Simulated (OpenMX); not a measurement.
# MoP under changes of volume

One of the cells (14.640 Å³/atom); the others are scaled copies at fixed shape and fractional positions:

```
CELL_PARAMETERS angstrom
3.24434 0.00000 0.00000
-1.62217 2.80969 0.00000
0.00000 0.00000 3.21213
ATOMIC_POSITIONS crystal
Mo 0.00000 0.00000 0.00000
P 0.33333 0.66667 0.50000
```

| Item | Value |
| --- | --- |
| Program | OpenMX 3.8.5 |
| Functional | PBE |
| Potentials or basis | OpenMX 2013 PBE set, Mo7.0-s3p2d2, P7.0-s2p2d1f1, fixed grid of 35 × 35 × 40 points |
| k mesh | 11 × 11 × 9 |
| Occupations | fermi-dirac, width 0.05 eV |
| Spin | no spin polarisation |

```tsv
volume (Å³/atom)	energy over the lowest point (meV/atom)	largest force (eV/Å)
13.492	80.78	0.008
13.779	45.30	0.007
14.066	20.78	0.007
14.640	0.00	0.006
14.927	?	?
15.214	10.89	0.006
```

Question: What does the run at 14.927 Å³/atom give?

Answer: Energy over the lowest point 1.81 meV/atom; largest force 0.006 eV/Å.

Worked out: A Birch-Murnaghan fit of order 3 (a polynomial in V^(-2/3)) to the other rows has its minimum at 14.71 Å³/atom with B0 = V·E''(V) = 220 GPa and B' = 4.5 at fixed shape and positions, which overstates the stiffness. It gives 1.90 meV/atom at 14.927 Å³/atom, against the run's 1.81.

Energies are extrapolated to zero smearing.

Caveats: the basis of atomic orbitals isn't converged, which shifts pressures, moduli and gaps.
